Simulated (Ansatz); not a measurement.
In doubt: masses and optical values from hybrid runs of this build are listed as unsure (in some of the runs), which bears on the screening that GW takes from such a start.

System: AlN (F-43m).

```yaml
crystal:
  lattice:
    - [0.00000, 2.18399, 2.18399]
    - [2.18399, 0.00000, 2.18399]
    - [2.18399, 2.18399, 0.00000]
  atoms:
    - { symbol: Al, position: [0.00000, 0.00000, 0.00000] }
    - { symbol: N, position: [0.75000, 0.75000, 0.75000] }
```

The cell and positions are those that the Materials Project relaxed with its own functionals (PBE, PBE+U or r2SCAN), kept fixed. This is not the form that AlN usually takes at ambient conditions.

Gaps computed with Ansatz 0.2.0 without a self-energy: HSE06 4.55 eV, r2SCAN 3.93 eV and PBE0 5.29 eV.

Question: Estimate the G0W0@HSE06 gap with 6×6×6 mesh, 62 empty bands, screening to 120 eV, PAW set soft_1 files.

About 5.20 eV: on its mesh the run moves the gap from 4.55 eV by +0.64 eV. Among the scalar-relativistic levels given, PBE0 is nearest (+0.09 eV). Bands and cutoff are finite, so the gap is not at the basis limit. The miss can reach some tenths of an eV and take either sign; the mesh is an error of its own.

[Paths, hosts, dates, memory and timing lines, banners, echoed tables and standing remarks are left out of the program output.]

[Logs are printed without paths, hosts, clocks, repeated set-up lines and the standing remarks that a program may print on its own settings, such as how far it seeks lower states.]

[Runs of the session that timed out or met a known fault of the program may be left out.]

[Cells called generated may have been cut or substituted from an entry of the Crystallography Open Database or the Materials Project.]

[Hosts, paths, dates, database ids (printed as entryN), source tags and the programs' standing remarks are cut or masked in the printed files.]
